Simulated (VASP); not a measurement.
Cs2AgBiBr6:

```xyz
10
Lattice="0.0000 5.6161 5.6161 5.6161 0.0000 5.6161 5.6161 5.6161 0.0000" Properties=species:S:1:pos:R:3 pbc="T T T"
Bi    0.0000    0.0000    0.0000
Cs    8.4242    8.4242    8.4242
Cs    2.8081    2.8081    2.8081
Ag    5.6161    5.6161    5.6161
Br    5.6161    5.6161    8.4180
Br    5.6161    5.6161    2.8142
Br    2.8142    5.6161    5.6161
Br    5.6161    8.4180    5.6161
Br    8.4180    5.6161    5.6161
Br    5.6161    2.8142    5.6161
```

```yaml
Program: VASP 6.6.1
Task: relaxation of cell and atoms
Functional: PBEsol
Potentials_or_basis: VASP PAW PBE potentials, release 64 (Bi_d, Cs_sv, Ag, Br)
Cutoff: 600 eV
k_mesh: 3 × 3 × 3
Occupations: fermi-dirac, width 0.05 eV
Spin: no spin polarisation
```

At the start: pressure -0.0 GPa; volume 35.43 Å³/atom.

**Question.** Where does the relaxation end?

**Answer.** Over 7 steps the energy falls by 3.5 meV/atom and the volume is 35.03 Å³/atom (-1.1 %); space group Fm-3m (No. 225, to 0.05 Å).

Step by step:
| step | energy change (eV) | largest force (eV/Å) | pressure (GPa) | volume (Å³) |
| --- | --- | --- | --- | --- |
| 1 | 0.0000 | 0.3055 | -0.01 | 354.27 |
| 2 | -0.0212 | 0.1747 | -0.13 | 354.15 |
| 3 | -0.0320 | 0.0090 | -0.28 | 353.98 |
| 4 | -0.0351 | 0.0133 | 0.02 | 349.84 |
| 5 | -0.0352 | 0.0130 | -0.01 | 350.22 |
| 6 | -0.0352 | 0.0128 | -0.01 | 350.30 |
| 7 | -0.0352 | 0.0046 | -0.01 | 350.28 |

Final structure:
```cif
data_structure
_symmetry_space_group_name_H-M 'P 1'
_symmetry_Int_Tables_number 1
_cell_length_a 7.9124
_cell_length_b 7.9124
_cell_length_c 7.9124
_cell_angle_alpha 60.000
_cell_angle_beta 60.000
_cell_angle_gamma 60.000
_cell_volume 350.28
loop_
_atom_site_label
_atom_site_type_symbol
_atom_site_fract_x
_atom_site_fract_y
_atom_site_fract_z
_atom_site_occupancy
Bi1 Bi 0.00000 0.00000 0.00000 1
Cs1 Cs 0.75000 0.75000 0.75000 1
Cs2 Cs 0.25000 0.25000 0.25000 1
Ag1 Ag 0.50000 0.50000 0.50000 1
Br1 Br 0.74603 0.74603 0.25397 1
Br2 Br 0.25397 0.25397 0.74603 1
Br3 Br 0.74603 0.25397 0.25397 1
Br4 Br 0.74603 0.25397 0.74603 1
Br5 Br 0.25397 0.74603 0.74603 1
Br6 Br 0.25397 0.74603 0.25397 1
```

Caveat: the PAW data sets were made with another functional, which shifts forces and pressure a little.
